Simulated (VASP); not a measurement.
# BN: an input that fails (molecular dynamics with a thermostat)

BN, P6_3mc (no. 186), 16 atoms in the cell.

INCAR:
```
SYSTEM = BN
GGA = CA
PREC = Normal
ENCUT = 400
EDIFF = 1E-5
NELMIN = 4
NELM = 60
ALGO = Normal
LREAL = Auto
LASPH = .True.
ISMEAR = 0
SIGMA = 0.05
ISYM = 0
LWAVE = .False.
LCHARG = .False.
IBRION = 0
NSW = 99
POTIM = 1.0
TEBEG = 300
TEEND = 300
ISIF = 2
RANDOM_SEED = 550463 0 0
MDALGO = 7
KPAR = 4
```

KPOINTS:
```
k-points
0
Gamma
  2 2 3
```

POSCAR:
```
BN
1.0
    5.1078792034      0.0000000000      0.0000000000
   -2.5539396018      4.4235531496      0.0000000000
    0.0000000000      0.0000000000      4.2268550000
N B
8 8
Direct
    0.1666666666      0.3333333334      0.1252760000
    0.1666666667      0.8333333334      0.1252760000
    0.6666666666      0.3333333334      0.1252760000
    0.6666666667      0.8333333334      0.1252760000
    0.3333333334      0.1666666666      0.6252760000
    0.3333333334      0.6666666666      0.6252760000
    0.8333333333      0.1666666666      0.6252760000
    0.8333333333      0.6666666666      0.6252760000
    0.1666666666      0.3333333334      0.4997240000
    0.1666666667      0.8333333334      0.4997240000
    0.6666666666      0.3333333334      0.4997240000
    0.6666666667      0.8333333334      0.4997240000
    0.3333333334      0.1666666666      0.9997240000
    0.3333333334      0.6666666666      0.9997240000
    0.8333333333      0.1666666666      0.9997240000
    0.8333333333      0.6666666666      0.9997240000
```

Commands:
```
cat potpaw_LDA.64/N/POTCAR potpaw_LDA.64/B/POTCAR > POTCAR
mpirun -np 4 vasp_std > vasp.out
```

VASP stops with:
```
invalid value of MDALGO: ---->  I REFUSE TO CONTINUE WITH THIS SICK JOB ... BYE!!! <----
```

Cause: unknown MDALGO.
